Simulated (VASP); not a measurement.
BaZrO3 under changes of volume

One of the cells (15.021 Å³/atom); the others are scaled copies at fixed shape and fractional positions:

```
Ba Zr O
1.0
     4.21910    0.00000    0.00000
     0.00000    4.21910    0.00000
     0.00000    0.00000    4.21910
Ba Zr O
1 1 3
Direct
  0.00000 0.00000 0.00000
  0.50000 0.50000 0.50000
  0.50000 0.50000 0.00000
  0.50000 0.00000 0.50000
  0.00000 0.50000 0.50000
```

```yaml
Program: VASP 6.6.1
Functional: PBEsol
Potentials_or_basis: VASP PAW PBE potentials, release 64 (Ba_sv, Zr_sv, O)
Cutoff: 520 eV
k_mesh: 6 × 6 × 6
Occupations: fermi-dirac, width 0.05 eV
Spin: no spin polarisation
```

```csv
volume (Å³/atom),energy over the lowest point (meV/atom),pressure (GPa),gap on the mesh (eV)
13.843,27.74,11.4,3.23
14.137,10.41,7.2,3.19
14.432,0.48,3.3,3.15
15.021,0.00,-3.2,3.07
15.315,?,?,?
15.610,21.04,-8.4,2.98
```

Task: What does the run at 15.315 Å³/atom give?

Result: Energy over the lowest point 8.12 meV/atom; pressure -5.9 GPa; gap on the mesh 3.02 eV.

Worked out: A Birch-Murnaghan fit of order 3 (a polynomial in V^(-2/3)) to the other rows has its minimum at 14.73 Å³/atom with B0 = V·E''(V) = 162 GPa and B' = 4.5. It gives 8.10 meV/atom at 15.315 Å³/atom, against the run's 8.12, and -dE/dV = -5.8 GPa, against -5.9. A straight line through the other rows of the gap, of slope -2.07 eV per unit of ln V, gives 3.02 eV, against the run's 3.02.

Energies are extrapolated to zero smearing.

Caveats: the PAW data sets were made with another functional, which shifts forces and pressure a little; spin-orbit coupling is left out, which moves the levels of the heavy elements.

A mesh can miss the band edges.
